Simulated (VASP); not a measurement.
Here is a VASP 6.6.1 calculation.

INCAR

```
PREC = Accurate
ENCUT = 520
EDIFF = 1E-7
ISMEAR = -1
SIGMA = 0.05
LREAL = False
LASPH = True
NELM = 60
ALGO = Normal
ISIF = 2
LWAVE = False
LCHARG = False
METAGGA = LAK
LMIXTAU = True
```

KPOINTS

```
Automatic mesh
0
Gamma
  3 6 6
```

File POSCAR:

```
SnSe
1.0
   11.4200000000      0.0000000000      0.0000000000
    0.0000000000      4.1900000000      0.0000000000
    0.0000000000      0.0000000000      4.4600000000
Sn Se
4 4
Direct
    0.8770000000      0.7500000000      0.9090000000
    0.6230000000      0.2500000000      0.4090000000
    0.3770000000      0.7500000000      0.5910000000
    0.1230000000      0.2500000000      0.0910000000
    0.6430000000      0.7500000000      0.9840000000
    0.8570000000      0.2500000000      0.4840000000
    0.1430000000      0.7500000000      0.5160000000
    0.3570000000      0.2500000000      0.0160000000
```

The input KPOINTS_OPT:

```
path GXSYGZURTZ,YT,UX,SR
10
line-mode
reciprocal
 0.0000000000  0.0000000000  0.0000000000  G
 0.0000000000  0.5000000000  0.0000000000  X

 0.0000000000  0.5000000000  0.0000000000  X
 0.0000000000  0.5000000000  0.5000000000  S

 0.0000000000  0.5000000000  0.5000000000  S
 0.0000000000  0.0000000000  0.5000000000  Y

 0.0000000000  0.0000000000  0.5000000000  Y
 0.0000000000  0.0000000000  0.0000000000  G

 0.0000000000  0.0000000000  0.0000000000  G
 0.5000000000  0.0000000000  0.0000000000  Z

 0.5000000000  0.0000000000  0.0000000000  Z
 0.5000000000  0.5000000000  0.0000000000  U

 0.5000000000  0.5000000000  0.0000000000  U
 0.5000000000  0.5000000000  0.5000000000  R

 0.5000000000  0.5000000000  0.5000000000  R
 0.5000000000  0.0000000000  0.5000000000  T

 0.5000000000  0.0000000000  0.5000000000  T
 0.5000000000  0.0000000000  0.0000000000  Z

 0.0000000000  0.0000000000  0.5000000000  Y
 0.5000000000  0.0000000000  0.5000000000  T

 0.5000000000  0.5000000000  0.0000000000  U
 0.0000000000  0.5000000000  0.0000000000  X

 0.0000000000  0.5000000000  0.5000000000  S
 0.5000000000  0.5000000000  0.5000000000  R
```

Potentials or basis: VASP PAW PBE potentials, release 64 (Sn_d, Se).

Run with:

```bash
$ cat potpaw_PBE.64/Sn_d/POTCAR potpaw_PBE.64/Se/POTCAR > POTCAR
$ mpirun -np 1 vasp_std > vasp.out
```

Task: What does it give for the pressure?

Result: 5.2 GPa.

Task: Estimate the band gap along the path.

Result: 1.06 eV, indirect (least direct gap 1.22 eV).

Forces on the atoms (eV/Å):
```
Sn   0.156  0.000 -0.218
Sn  -0.156  0.000 -0.218
Sn   0.156  0.000  0.218
Sn  -0.156  0.000  0.218
Se  -0.048  0.000  0.239
Se   0.048  0.000  0.239
Se  -0.048  0.000 -0.239
Se   0.048  0.000 -0.239
```

Caveat: the PAW data sets were made with another functional, which shifts forces and pressure a little; spin-orbit coupling is left out, which moves the levels of the heavy elements.

**The experiment to reproduce.**

From “Linear dichroism of the optical properties of SnS and SnSe van der Waals crystals”, 2024, arxiv:2409.17412, for a bulk crystal of SnSe at 300 K: band gap 0.89 eV (indirect).

Measured gap of SnSe: 0.89 eV (indirect; 300 K; “Linear dichroism of the optical properties of SnS and SnSe van der Waals crystals”, 2024, arxiv:2409.17412). This calculation gives 1.06 eV (+0.17 eV). 2 values of this kind are on record (0.89 to 0.99 eV); this one was drawn at random. Spin-orbit coupling on Se, Sn is left out. The value is that of LAK, without temperature or zero-point motion.
